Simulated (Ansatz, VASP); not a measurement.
Given: the input of a run of Ansatz 0.2.0 on WS2.

The input input.yaml:

```yaml
crystal:
  lattice:
    - [1.579, 0.9116360751, 6.1633333333]
    - [-1.579, 0.9116360751, 6.1633333333]
    - [0.0, -1.8232721501, 6.1633333333]
  atoms:
    - { symbol: W, position: [0.0, 0.0, 0.0] }
    - { symbol: S, position: [0.581, 0.581, 0.581] }
    - { symbol: S, position: [0.7503, 0.7503, 0.7503] }
kpoints:
  mp_grid: { grid: [10, 10, 10] }
scf:
  occupations: { method: fermi_dirac, width: 0.05 }
hamiltonian:
  xc: pbesol
  pseudopotentials: { kind: all_electron, lapw: { basis_error: 0.001 } }
output:
  forces: true
  stress: true
  eigenvalues: true
```

Potentials or basis: all-electron LAPW, scalar-relativistic.

Launch:

```bash
$ ansatz run input.yaml --threads 2 --pin off --max-ram 8192MiB --backend cpu --events-out ev --progress --plain --runs-dir out
```

Question: Set up the same calculation for VASP 6.6.1. Potentials there: VASP PAW PBE potentials, release 64 (W_sv, S).

Answer: As run (the cutoff follows the program's own potentials):

The input INCAR:

```
SYSTEM = WS2
  ALGO = Normal
  EDIFF = 1E-6
  ENCUT = 520
  GGA = PS
  ISIF = 2
  ISMEAR = -1
  LASPH = .TRUE.
  LCHARG = .FALSE.
  LREAL = .FALSE.
  LWAVE = .FALSE.
  NBANDS = 20
  NELM = 80
  PREC = Accurate
  SIGMA = 0.05
```

KPOINTS

```
k-points
0
G
  10 10 10
  0 0 0
```

Contents of POSCAR:

```
WS2
1.0
    1.5790000000      0.9116360751      6.1633333333
   -1.5790000000      0.9116360751      6.1633333333
    0.0000000000     -1.8232721501      6.1633333333
W S
1 2
Direct
    0.0000000000      0.0000000000      0.0000000000
    0.5810000000      0.5810000000      0.5810000000
    0.7503000000      0.7503000000      0.7503000000
```

Potentials or basis: VASP PAW PBE potentials, release 64 (W_sv, S).

Launch:

```bash
$ cat potpaw_PBE.64/W_sv/POTCAR potpaw_PBE.64/S/POTCAR > POTCAR
$ mpirun -np 1 vasp_std > vasp.out
```

Both were run:

|  | VASP | Ansatz | Ansatz less VASP |
| --- | --- | --- | --- |
| gap on the k mesh at the Fermi level (eV) | 1.03 | 1.02 | -0.013 |
| least direct gap on the mesh (eV) | 2.24 | 2.23 | -0.004 |
| pressure (GPa) | -0.5 | -0.6 | -0.07 |
| largest component of the traceless stress (GPa) | 0.72 | 0.67 | -0.045 |
| rms of the force components (eV/Å) | 0.247 | 0.247 | 0.0000 |

Atom by atom the forces differ by 0.009 eV/Å (rms over components). Ansatz ran all-electron here, so the differences hold the error of VASP's frozen core and of both bases.

Caveats: spin-orbit coupling is left out, which moves the levels of the heavy elements; the PAW data sets were made with another functional, which shifts forces and pressure a little (VASP). As with any semilocal functional, this PBEsol gap is likely too small. A k mesh can miss the band edges.
